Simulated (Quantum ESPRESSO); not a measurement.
The system is TiSe.

```
Se Ti
1.0
     4.17836    0.00000    0.00000
     0.00000    4.17836    0.00000
     0.00000    0.00000    5.98442
Se Ti
2 2
Direct
  0.00000 0.50000 0.76056
  0.50000 0.00000 0.23944
  0.00000 0.00000 0.00000
  0.50000 0.50000 0.00000
```

The cell comes from a database or a generator and needn't be the stable form of this composition.

| Quantity | Value |
| --- | --- |
| Program | Quantum ESPRESSO 7.5 |
| Task | single point |
| Functional | PBEsol |
| Potentials or basis | GBRV 1.5 PBEsol |
| Cutoff | 612 eV |
| Density cutoff | 4898 eV |
| k mesh | 7 × 7 × 5 |
| Occupations | fermi-dirac, width 0.05 eV |
| Spin | no spin polarisation |

On this cell: pressure -2.9 GPa; largest force 0.341 eV/Å; band gap on the k mesh none (metal or under the smearing width).

The same run follows on a disturbed copy (atoms moved at random, drawn with an rms of 0.05 Å):

```xyz
4
Lattice="4.1784 0.0000 0.0000 0.0000 4.1784 0.0000 0.0000 0.0000 5.9844" Properties=species:S:1:pos:R:3 pbc="T T T"
Se    0.0125    2.1057    4.5540
Se    2.0589   -0.0198    1.4180
Ti   -0.0068   -0.0008    0.0231
Ti    2.0926    2.1017    0.0341
```

Task: What changes?

Result: The energy (extrapolated to zero smearing) moves by +3.5 meV/atom; pressure -2.5 GPa; largest force 0.560 eV/Å; band gap on the k mesh none (metal or under the smearing width).

Forces in eV/Å, atoms in the order of the input:
```
Se  -0.079 -0.123  0.540
Se   0.214  0.283  0.040
Ti  -0.143  0.144 -0.250
Ti   0.007 -0.303 -0.330
```

Stress tensor (GPa, compression positive):
```
-2.95 -0.02  0.62
-0.02 -2.59  0.87
 0.62  0.87 -1.90
```

Caveats: this functional lacks dispersion, which binds the layers, so the pressure and a relaxed spacing across them are unreliable (some runs).
